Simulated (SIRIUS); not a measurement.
Cu, 1 atom in the cell. The structure is cubic, space group Fm-3m (No. 225). The conventional cell has a = 3.615 Å, b = 3.615 Å, c = 3.615 Å, α = 90.00°, β = 90.00°, γ = 90.00°. Cu (site symmetry m-3m) is surrounded by 12 Cu at 2.56 Å. 

* Program: SIRIUS 7.12.0
* Task: single point
* Functional: RPBE
* Potentials or basis: PseudoDojo 0.4.1 PBE standard (scalar relativistic)
* Cutoff: 1254 eV
* Density cutoff: 5016 eV
* k mesh: 13 × 13 × 13
* Occupations: fermi-dirac, width 0.05 eV
* Spin: no spin polarisation
* Libxc names: ["XC_GGA_X_RPBE", "XC_GGA_C_PBE"]
* Energy tol: 1e-08 Ha
* Density tol: 1e-06
* Mixer: anderson
* Mixing beta: 0.7
* Max scf: 100
* Radial cutoff for the potentials' integrals: 6.5 bohr

Potentials or basis: PseudoDojo 0.4.1 PBE standard (scalar relativistic).

Run with:

```bash
$ upf_to_json Cu.upf
$ OMP_NUM_THREADS=1 sirius.scf --input=sirius.json --output=out.json --task=0
```

Hardware: 1 thread of Intel(R) Xeon(R) Platinum 8259CL CPU @ 2.50GHz (Skylake/Cascade Lake), on a shared host.

Q: Estimate the wall time of this run.

A: Wall time 21 s on 1 thread of Intel(R) Xeon(R) Platinum 8259CL CPU @ 2.50GHz (Skylake/Cascade Lake) (shared host), peak memory 0.21 GiB. Counts: scf iterations 12, k points 84, plane waves 1243, bands 17.
